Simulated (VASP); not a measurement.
KI:

```
CELL_PARAMETERS angstrom
0.00000 3.53277 3.53277
3.53277 0.00000 3.53277
3.53277 3.53277 0.00000
ATOMIC_POSITIONS crystal
I 0.50000 0.50000 0.50000
K 0.00000 0.00000 0.00000
```

* Program: VASP 6.6.1
* Task: relaxation of cell and atoms
* Functional: AM05
* Potentials or basis: VASP PAW PBE potentials, release 64 (I, K_sv)
* Cutoff: 600 eV
* k mesh: 7 × 7 × 7
* Occupations: fermi-dirac, width 0.05 eV
* Spin: no spin polarisation

At the start: pressure 0.4 GPa; volume 44.09 Å³/atom.

**Question.** How do energy, volume and symmetry change on relaxing?

**Answer.** Over 4 steps the energy falls by 2.2 meV/atom and the volume is 45.82 Å³/atom (+3.9 %); space group Fm-3m (No. 225, to 0.05 Å).

Step by step:
```csv
step,energy change (eV),largest force (eV/Å),pressure (GPa),volume (Å³)
1,0.0000,0.0000,0.41,88.18
2,-0.0029,0.0000,0.23,89.65
3,-0.0042,0.0000,-0.07,92.31
4,-0.0043,0.0000,0.00,91.65
```

Final structure:
```
I K
1.0
     0.00000    3.57844    3.57844
     3.57844    0.00000    3.57844
     3.57844    3.57844    0.00000
I K
1 1
Direct
  0.50000 0.50000 0.50000
  0.00000 0.00000 0.00000
```

Caveat: the PAW data sets were made with another functional, which shifts forces and pressure a little.
